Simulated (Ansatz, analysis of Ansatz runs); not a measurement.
# Negative SiV centre in diamond: zero-phonon line against experiment

How near does this set-up come to the measured zero-phonon line? Subject: negative SiV centre in diamond. Set-up: PBEsol, 216-site cell, PBEsol lattice, 420 eV, k: the zone centre alone. The model is a cell of 216 host atoms with 1 site emptied and Si put on another atom's site. The excitation energy is a difference of total energies with one electron moved up within one spin channel. A larger cell tests how far the defect's images disturb the number.

What was measured. Zero-phonon line: 1.68 eV, by optical spectroscopy, quoted from literature (“NV- - N+ pair centre in 1b diamond”, 2018, arxiv:1807.08889). The calculation is set beside it at the end.

Calculated with Ansatz 0.2.0; plane-wave PAW DFT, PBEsol; relaxation of all atoms of a defect supercell.

Report form: the programs' logs are mostly left out.

### Step 1. Set-up

The cell holds 215 atoms: 214 C and 1 Si. Its edges and angles: a = 10.661 Å, b = 10.661 Å, c = 10.661 Å, α = 90.0°, β = 90.0°, γ = 90.0°. It derives from C (space group Fd-3m). Nearest the centre at fractional (0.458, 0.458, 0.542): Si108 at 0.00 Å, C111 at 1.94 Å, C110 at 1.94 Å, C109 at 1.94 Å, C114 at 1.94 Å, C113 at 1.94 Å, C105 at 1.94 Å, C39 at 2.63 Å. The cell carries charge −1.

The host's primitive cell comes from a first run (plane-wave PAW DFT, PBEsol; relaxation of the host's cell and atoms): vectors of 2.513, 2.513 and 2.513 Å. That is 5.61 Å³ an atom, 1.1 % under the diffraction cell's volume. The supercell is built on it.

### Step 2. Relaxation, charge −1

Every later number rests on the structure around the defect, so the atoms are relaxed at the host's lattice first.

relax/input.yaml

```yaml
relax:
  f_tol: 0.02
  max_steps: 80
  escape_saddle: false
crystal:
  lattice:
    - [10.66142552, 0.0, 0.0]
    - [0.0, 10.66142552, 0.0]
    - [0.0, 0.0, 10.66142552]
  atoms:
    - { symbol: C, position: [0.0, 0.0, 0.166666667] }
    - { symbol: C, position: [0.0, 0.166666667, 0.0] }
[... 13 atom lines left out ...]
    - { symbol: C, position: [0.25, 0.25, 0.583333333] }
[... 15 atom lines left out ...]
    - { symbol: C, position: [0.25, 0.583333333, 0.25] }
[... 3 atom lines left out ...]
    - { symbol: C, position: [0.166666667, 0.5, 0.5] }
[... 2 atom lines left out ...]
    - { symbol: C, position: [0.25, 0.416666667, 0.416666667] }
    - { symbol: C, position: [0.25, 0.583333333, 0.583333333] }
[... 2 atom lines left out ...]
    - { symbol: C, position: [0.166666667, 0.333333333, 0.666666667] }
[... 3 atom lines left out ...]
    - { symbol: C, position: [0.25, 0.416666667, 0.75] }
[... 15 atom lines left out ...]
    - { symbol: C, position: [0.25, 0.75, 0.416666667] }
[... 16 atom lines left out ...]
    - { symbol: C, position: [0.583333333, 0.25, 0.25] }
[... 3 atom lines left out ...]
    - { symbol: C, position: [0.5, 0.166666667, 0.5] }
[... 1 atom line left out ...]
    - { symbol: C, position: [0.416666667, 0.25, 0.416666667] }
[... 1 atom line left out ...]
    - { symbol: C, position: [0.583333333, 0.25, 0.583333333] }
[... 1 atom line left out ...]
    - { symbol: C, position: [0.333333333, 0.166666667, 0.666666667] }
[... 3 atom lines left out ...]
    - { symbol: C, position: [0.416666667, 0.25, 0.75] }
[... 5 atom lines left out ...]
    - { symbol: C, position: [0.5, 0.5, 0.166666667] }
    - { symbol: C, position: [0.416666667, 0.416666667, 0.25] }
[... 2 atom lines left out ...]
    - { symbol: C, position: [0.583333333, 0.583333333, 0.25] }
    - { symbol: C, position: [0.333333333, 0.333333333, 0.5] }
    - { symbol: C, position: [0.333333333, 0.5, 0.333333333] }
    - { symbol: C, position: [0.5, 0.333333333, 0.333333333] }
    - { symbol: Si, position: [0.458185704, 0.458185704, 0.541814296] }
    - { symbol: C, position: [0.416666667, 0.583333333, 0.416666667] }
    - { symbol: C, position: [0.583333333, 0.416666667, 0.416666667] }
    - { symbol: C, position: [0.583333333, 0.583333333, 0.583333333] }
    - { symbol: C, position: [0.333333333, 0.333333333, 0.833333333] }
    - { symbol: C, position: [0.333333333, 0.5, 0.666666667] }
    - { symbol: C, position: [0.5, 0.333333333, 0.666666667] }
    - { symbol: C, position: [0.5, 0.5, 0.833333333] }
[... 1 atom line left out ...]
    - { symbol: C, position: [0.416666667, 0.583333333, 0.75] }
    - { symbol: C, position: [0.583333333, 0.416666667, 0.75] }
[... 9 atom lines left out ...]
    - { symbol: C, position: [0.333333333, 0.666666667, 0.5] }
[... 1 atom line left out ...]
    - { symbol: C, position: [0.5, 0.666666667, 0.333333333] }
    - { symbol: C, position: [0.5, 0.833333333, 0.5] }
    - { symbol: C, position: [0.416666667, 0.75, 0.583333333] }
[... 1 atom line left out ...]
    - { symbol: C, position: [0.583333333, 0.75, 0.416666667] }
[... 3 atom lines left out ...]
    - { symbol: C, position: [0.5, 0.666666667, 0.666666667] }
[... 3 atom lines left out ...]
    - { symbol: C, position: [0.583333333, 0.75, 0.75] }
[... 33 atom lines left out ...]
    - { symbol: C, position: [0.666666667, 0.333333333, 0.5] }
    - { symbol: C, position: [0.666666667, 0.5, 0.333333333] }
[... 1 atom line left out ...]
    - { symbol: C, position: [0.833333333, 0.5, 0.5] }
    - { symbol: C, position: [0.75, 0.416666667, 0.583333333] }
    - { symbol: C, position: [0.75, 0.583333333, 0.416666667] }
[... 3 atom lines left out ...]
    - { symbol: C, position: [0.666666667, 0.5, 0.666666667] }
[... 3 atom lines left out ...]
    - { symbol: C, position: [0.75, 0.583333333, 0.75] }
[... 10 atom lines left out ...]
    - { symbol: C, position: [0.666666667, 0.666666667, 0.5] }
[... 14 atom lines left out ...]
    - { symbol: C, position: [0.916666667, 0.916666667, 0.916666667] }
total_charge: -1
basis:
  ecutwfc: 420
  xc_grid: 2
hamiltonian:
  xc: pbesol
kpoints:
  mp_grid: { grid: [1, 1, 1] }
magnetization:
  spin_polarized: true
  initial_magnetization: 1
  spin_locking: { lock_magnetization: hard }
scf:
  occupations: { method: fermi_dirac, width: 0.01 }
  max_iter: 120
output:
  forces: true
checkpoint:
  write: "../relax.run"
  compress: false
  write_wavefunctions: true
  write_every: 100000
```

On the command line:

```sh
$ ansatz run input.yaml --threads 32 --pin off --max-ram 84787MiB --backend cuda --events-out ev --progress --plain --runs-dir out --max-vram 78GiB
```

It took 6.4 s on 1 × NVIDIA GB200 with 32 threads of Arm Neoverse V2, shared host; peak memory 1.9 GiB.

Relaxation path:

```csv
step,energy less that of the first step (eV),largest force component (eV/Å)
1,0.0000,2.7047
2,-1.0583,0.3764
3,-1.1382,0.1748
4,-1.1514,0.0204
5,-1.1515,0.0121
```

Forces are held to the 6 operations that the run works with; a distortion that breaks them can't arise in this run.

The atoms that moved most (Å):

```csv
atom,dx,dy,dz,length
C113,-0.003,0.108,0.003,0.108
C114,0.108,-0.003,0.003,0.108
C105,-0.003,-0.003,-0.108,0.108
C111,0.003,0.003,0.108,0.108
C109,-0.108,0.003,-0.003,0.108
C110,0.003,-0.108,-0.003,0.108
C200,-0.035,-0.035,0.030,0.058
C177,-0.035,-0.030,0.035,0.058
```

The atoms nearest to the centre after the run:

```csv
atom,distance (Å)
Si108,0.000
C111,1.968
C110,1.968
C109,1.968
C105,1.968
C114,1.968
C113,1.968
C118,2.672
C117,2.672
C39,2.672
C86,2.672
C88,2.672
C40,2.672
C138,2.672
C128,2.672
C176,2.672
```

Numbers from this step:

* free energy: -53386.9655 eV
* smearing term TS: 0.01386 eV
* total moment: 1 μB
* integral of the absolute spin density: 1.067 μB
* spin contamination: 7.65e-4

### Step 3. Ground state

Both spins' levels are needed to pick the two between which the electron moves, so the ground state is solved with empty bands.

This step: plane-wave PAW DFT, PBEsol; single point of a defect supercell.

ground/input.yaml

```yaml
crystal:
  lattice:
    - [10.66142552, 0.0, 0.0]
    - [0.0, 10.66142552, 0.0]
    - [0.0, 0.0, 10.66142552]
  atoms:
    - { symbol: C, position: [-0.000196806, -0.000196806, 0.166557641] }
    - { symbol: C, position: [0.000446107, 0.166762333, -0.000446107] }
[... 37 atom lines left out ...]
    - { symbol: C, position: [0.247576783, 0.587160914, 0.58393256] }
[... 45 atom lines left out ...]
    - { symbol: C, position: [0.41606744, 0.247576783, 0.412839086] }
[... 1 atom line left out ...]
    - { symbol: C, position: [0.587160914, 0.247576783, 0.58393256] }
[... 16 atom lines left out ...]
    - { symbol: C, position: [0.333053431, 0.333053431, 0.48988391] }
[... 2 atom lines left out ...]
    - { symbol: Si, position: [0.458330928, 0.458330928, 0.541669072] }
    - { symbol: C, position: [0.406549714, 0.583611531, 0.416388469] }
    - { symbol: C, position: [0.583611531, 0.406549714, 0.416388469] }
    - { symbol: C, position: [0.583611531, 0.583611531, 0.593450286] }
[... 1 atom line left out ...]
    - { symbol: C, position: [0.333053431, 0.51011609, 0.666946569] }
    - { symbol: C, position: [0.51011609, 0.333053431, 0.666946569] }
[... 2 atom lines left out ...]
    - { symbol: C, position: [0.41606744, 0.587160914, 0.752423217] }
    - { symbol: C, position: [0.587160914, 0.41606744, 0.752423217] }
[... 96 atom lines left out ...]
    - { symbol: C, position: [0.916862109, 0.916862109, 0.916777051] }
total_charge: -1
basis:
  ecutwfc: 420
  xc_grid: 2
hamiltonian:
  xc: pbesol
kpoints:
  mp_grid: { grid: [1, 1, 1] }
magnetization:
  spin_polarized: true
  initial_magnetization: 1
  spin_locking: { lock_magnetization: hard }
scf:
  occupations: { method: fermi_dirac, width: 0.01 }
  max_iter: 120
  n_extra_bands: 20
  lower_state_search: "off"
output:
  forces: true
  eigenvalues: true
  eigenstates: { localisation: true }
checkpoint:
  read: "../relax.run"
  write: "../ground.run"
  compress: false
  write_wavefunctions: true
  write_every: 100000
```

Elapsed: 2.2 s, on 1 × NVIDIA GB200 with 32 threads; peak memory 1.3 GiB; 12 s of CPU time.

Numbers from this step:

- free energy: -53386.9655 eV
- smearing term TS: 0.01386 eV
- total moment: 1 μB
- integral of the absolute spin density: 1.067 μB
- spin contamination: 7.65e-4

From eigenstates.tsv, first k-point; energies on the run's zero. The participation number counts the atoms that a state is spread over, of 215; bands count from 0.

```csv
spin,band,energy (eV),occupation,participation,largest share on,share
down,425,12.813,1.00,24.5,Si108,0.11
down,426,13.156,1.00,159.4,C109,0.03
down,427,13.156,1.00,159.4,C105,0.02
down,428,13.380,1.00,210.0,C36,0.01
down,429,14.511,0.50,15.7,C109,0.14
down,430,14.511,0.50,15.7,C110,0.16
down,431,17.524,0.00,191.8,C21,0.01
down,432,17.528,0.00,194.1,C66,0.01
down,433,17.528,0.00,194.1,C79,0.01
down,434,17.533,0.00,189.4,C5,0.01
down,435,17.533,0.00,189.4,C1,0.01
up,425,12.696,1.00,28.3,Si108,0.10
up,426,13.119,1.00,139.8,C110,0.03
up,427,13.119,1.00,139.8,C109,0.03
up,428,13.376,1.00,209.8,C36,0.01
up,429,14.323,1.00,17.8,C110,0.13
up,430,14.323,1.00,17.8,C109,0.14
up,431,17.520,0.00,192.2,C21,0.01
up,432,17.525,0.00,194.6,C62,0.01
up,433,17.525,0.00,194.6,C30,0.01
up,434,17.530,0.00,189.8,C5,0.01
up,435,17.530,0.00,189.8,C1,0.01
```

The largest moments in the atoms' spheres: C105 0.05, C109 0.05, C110 0.05, C111 0.05, C113 0.05, C114 0.05 μB.

### Step 4. Excited state at the ground state's structure

One electron is moved to the upper level and held there by its overlap; at the ground state's structure the energy difference is the vertical absorption.

This step: plane-wave PAW DFT, PBEsol; single point of a defect supercell.

excited/input.yaml, as its differences from ground/input.yaml of step 3:

```diff
@@ -42,4 +42,9 @@
 scf:
-  occupations: { method: fermi_dirac, width: 0.01 }
-  max_iter: 120
+  occupations:
+    method: fermi_dirac
+    width: 0.01
+    excite:
+      from: { channel: down, k: 0, band: [v5, v4], track: overlap }
+      to: { channel: down, k: 0, band: [v2, v1], track: overlap }
+  max_iter: 150
   n_extra_bands: 20
@@ -48,7 +53,5 @@
   forces: true
-  eigenvalues: true
-  eigenstates: { localisation: true }
 checkpoint:
-  read: "../relax.run"
-  write: "../ground.run"
+  read: "../ground.run"
+  write: "../excited.run"
   compress: false
```

Wall time 2.5 s (1 × NVIDIA GB200 with 32 threads); peak memory 1.5 GiB; 5.6 s of CPU time.

Numbers from this step:

```yaml
free_energy: -53385.4680 eV
smearing_term_ts: 0.01386 eV
total_moment: 1 μB
integral_of_the_absolute_spin_density: 1.030 μB
spin_contamination: 2.99e-5
```

### Step 5. Relaxation in the excited state

The zero-phonon line joins two minima, so the atoms are relaxed with the electron held in the upper level.

This step: plane-wave PAW DFT, PBEsol; Delta-SCF with one electron moved between two levels, relaxation of all atoms.

excited_relax/input.yaml, as its differences from excited/input.yaml of step 4:

```diff
@@ -55,3 +55,3 @@
   read: "../ground.run"
-  write: "../excited.run"
+  write: "../excited_relax.run"
   compress: false
@@ -59 +59,5 @@
   write_every: 100000
+relax:
+  f_tol: 0.02
+  max_steps: 50
+  escape_saddle: false
```

Run time: 4.6 s. Hardware: 1 × NVIDIA GB200 with 32 threads; peak memory 1.5 GiB; 15 s of CPU time.

The steps of the relaxation:

```csv
step,energy less that of the first step (eV),largest force component (eV/Å)
1,0.0000,0.3125
2,-0.0359,0.0858
3,-0.0423,0.0171
4,-0.0423,0.0171
```

Forces are held to the 12 operations that the run works with; a distortion that breaks them can't arise in this run.

The atoms that moved most (Å):

```csv
atom,dx,dy,dz,length
C113,0.007,0.002,-0.007,0.010
C114,0.002,0.007,-0.007,0.010
C105,0.007,0.007,-0.002,0.010
C109,-0.002,-0.007,0.007,0.010
C110,-0.007,-0.002,0.007,0.010
C111,-0.007,-0.007,0.002,0.010
C88,0.004,-0.001,0.005,0.006
C40,-0.001,0.004,0.005,0.006
```

Neighbours of the ideal centre at the end:

```csv
atom,distance (Å)
Si108,0.000
C114,1.959
C113,1.959
C105,1.959
C111,1.959
C109,1.959
C110,1.959
C128,2.675
C106,2.675
C176,2.675
C107,2.675
C138,2.675
C185,2.675
C86,2.676
C117,2.676
C39,2.676
```

This step gave:

```
free energy                           : -53385.5103 eV
smearing term TS                      : 0.01386 eV
total moment                          : 1 μB
integral of the absolute spin density : 1.030 μB
spin contamination                    : 3.07e-5
```

### Step 6. Ground state at the excited state's structure

The ground state at the excited structure gives the vertical emission.

This step: plane-wave PAW DFT, PBEsol; single point of a defect supercell.

ground_at_excited/input.yaml

```yaml
crystal:
  lattice:
    - [10.66142552, 0.0, 0.0]
    - [0.0, 10.66142552, 0.0]
    - [0.0, 0.0, 10.66142552]
  atoms:
    - { symbol: C, position: [-0.000214779, -0.000214779, 0.166584019] }
    - { symbol: C, position: [0.000434643, 0.166748318, -0.000434643] }
[... 102 atom lines left out ...]
    - { symbol: C, position: [0.333718565, 0.333718565, 0.489714886] }
    - { symbol: C, position: [0.329118564, 0.501025066, 0.330815943] }
    - { symbol: C, position: [0.501025066, 0.329118564, 0.330815943] }
    - { symbol: Si, position: [0.458333333, 0.458333333, 0.541666667] }
    - { symbol: C, position: [0.406381553, 0.582948102, 0.417051898] }
    - { symbol: C, position: [0.582948102, 0.406381553, 0.417051898] }
    - { symbol: C, position: [0.582948102, 0.582948102, 0.593618447] }
[... 1 atom line left out ...]
    - { symbol: C, position: [0.333718565, 0.510285114, 0.666281435] }
    - { symbol: C, position: [0.510285114, 0.333718565, 0.666281435] }
[... 13 atom lines left out ...]
    - { symbol: C, position: [0.329118564, 0.669184057, 0.498974934] }
[... 47 atom lines left out ...]
    - { symbol: C, position: [0.669184057, 0.329118564, 0.498974934] }
[... 8 atom lines left out ...]
    - { symbol: C, position: [0.669184057, 0.501025066, 0.670881436] }
[... 29 atom lines left out ...]
    - { symbol: C, position: [0.916881446, 0.916881446, 0.916749314] }
total_charge: -1
basis:
  ecutwfc: 420
  xc_grid: 2
hamiltonian:
  xc: pbesol
kpoints:
  mp_grid: { grid: [1, 1, 1] }
magnetization:
  spin_polarized: true
  initial_magnetization: 1
  spin_locking: { lock_magnetization: hard }
scf:
  occupations: { method: fermi_dirac, width: 0.01 }
  max_iter: 120
  n_extra_bands: 20
  lower_state_search: "off"
output:
  forces: true
checkpoint:
  read: "../ground.run"
  write: "../ground_at_excited.run"
  compress: false
  write_wavefunctions: true
  write_every: 100000
```

It took 2.3 s on 1 × NVIDIA GB200 with 32 threads; peak memory 1.6 GiB.

Read from the output:

* free energy: -53386.9229 eV
* smearing term TS: 0.01386 eV
* total moment: 1.0000 μB
* integral of the absolute spin density: 1.065 μB
* spin contamination: 7.39e-4

### Step 7. Outcome

The level that gives it spreads over a large part of the cell (159 of 215 atoms): it is diffuse or a band state, and this cell can't show whether it is bound to the centre. For the record: Zero-phonon line: computed 1.46 eV, measured 1.68 eV; 0.22 eV below the measurement.

[Logs are printed without paths, hosts, clocks, repeated set-up lines and the standing remarks that a program may print on its own settings, such as how far it seeks lower states.]

[Hosts, paths, dates, database ids (printed as entryN), source tags and the programs' standing remarks are cut or masked in the printed files.]

[For some hosts the program warned that the k-mesh of the response run may be too coarse for force constants and the static dielectric constant; such warnings are not shown here.]
